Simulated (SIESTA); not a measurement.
KBr under changes of volume

One of the cells (35.937 Å³/atom); the others are scaled copies at fixed shape and fractional positions:

```
Br K
1.0
     0.00000    3.30000    3.30000
     3.30000    0.00000    3.30000
     3.30000    3.30000    0.00000
Br K
1 1
Direct
  0.50000 0.50000 0.50000
  0.00000 0.00000 0.00000
```

* Program: SIESTA 5.4.2
* Functional: LDA
* Potentials or basis: PseudoDojo 0.4 standard (LDA files)
* Basis: DZP (energy shift 0.003 Ry; two zetas on semicore shells; d shell added on K)
* Grid cutoff: 800 Ry
* Energy shift: 0.003 Ry
* k mesh: 7 × 7 × 7
* Occupations: fermi-dirac, width 0.05 eV
* Spin: no spin polarisation

| volume (Å³/atom) | energy over the lowest point (meV/atom) | pressure (GPa) | gap on the mesh (eV) |
| --- | --- | --- | --- |
| 33.781 | 0.00 | -0.7 | 4.30 |
| 34.500 | 4.04 | -1.1 | 4.24 |
| 35.218 | 9.43 | -1.3 | 4.18 |
| 35.937 | 16.04 | -1.6 | 4.13 |
| 36.656 | ? | ? | ? |
| 37.374 | 32.37 | -2.0 | 4.03 |
| 38.093 | 41.82 | -2.2 | 3.98 |

**Question.** What does the run at 36.656 Å³/atom give?

**Answer.** Energy over the lowest point 23.71 meV/atom; pressure -1.8 GPa; gap on the mesh 4.08 eV.

Worked out: A Birch-Murnaghan fit of order 3 (a polynomial in V^(-2/3)) to the other rows has no minimum within the range. It gives 23.74 meV/atom at 36.656 Å³/atom, against the run's 23.71, and -dE/dV = -1.8 GPa, against -1.8. A straight line through the other rows of the gap, of slope -2.64 eV per unit of ln V (its deformation potential), gives 4.08 eV, against the run's 4.08.

Energies are extrapolated to zero smearing.

Caveats: the basis of atomic orbitals isn't converged, which shifts pressures, moduli and gaps; an odd mesh through Γ misses points on the zone boundary, where band edges often lie (some runs).

Spin-orbit coupling on Br is left out.
